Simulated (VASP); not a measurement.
Crystal: AlAs.

```xyz
2
Lattice="0.0000 2.8304 2.8304 2.8304 0.0000 2.8304 2.8304 2.8304 0.0000" Properties=species:S:1:pos:R:3 pbc="T T T"
As    4.2456    4.2456    4.2456
Al    0.0000    0.0000    0.0000
```

Base run:

| Item | Value |
| --- | --- |
| Program | VASP 6.6.1 |
| Functional | PBE |
| Potentials or basis | VASP PAW PBE potentials, release 64 (As, Al) |
| Cutoff | 520 eV |
| k mesh | 8 × 8 × 8 |
| Occupations | gaussian, width 0.02 eV |
| Spin | no spin polarisation |

Its results: band gap on the k mesh 1.43 eV, indirect (least direct gap 2.06 eV).

Q: The run is repeated on the same cell with these changes: functional from PBE to TB-mBJ; further incar settings from ALGO = Fast; EDIFF = 1e-08 to ALGO = Normal; EDIFF = 1e-06; NBANDS = 11. What comes out?

A: Band gap on the k mesh 2.16 eV, indirect (least direct gap 2.97 eV).
